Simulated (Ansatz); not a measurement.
Mg2Si, a database entry at a rescaled volume

```yaml
crystal:
  lattice:
    - [0.00000, 3.19721, 3.19721]
    - [3.19721, 0.00000, 3.19721]
    - [3.19721, 3.19721, 0.00000]
  atoms:
    - { symbol: Mg, position: [0.25000, 0.25000, 0.25000] }
    - { symbol: Mg, position: [0.75000, 0.75000, 0.75000] }
    - { symbol: Si, position: [0.00000, 0.00000, 0.00000] }
```

Single point in Ansatz 0.2.0 with r2SCAN, no spin polarisation. Cutoff 500 eV, PAW datasets, 9×9×9 Γ-centred k mesh, fermi-dirac filling (width 0.1 eV).

**Contacts.** Mg–Si at 2.77 Å: least valence density 0.16 e/Å³ and ELF 0.15 there, a closed-shell (ionic or weak) contact. Mg–Mg at 3.20 Å: least valence density 0.09 e/Å³ and ELF 0.30 there. Both are smooth PAW fields, read partly inside the augmentation spheres.
**Charges.** Bader charges in e: Mg +1.55, Si -3.10. In the mean Mg gives up most and Si takes most.
**Electronic structure.** The gap is 0.48 eV, indirect (the least direct gap found is 2.33 eV).
**Formation energy.** -0.20 eV an atom against the elements' usual phases (free molecules for gases, crystals otherwise, with no correction for O₂ or N₂), so it is bound against them; other compounds may still compete. Relaxing would lower it.
**Stress.** The pressure is -1.5 GPa (compression positive), so with the atoms held at these fractions the cell would first shrink.

Origin: a database entry at a rescaled volume.
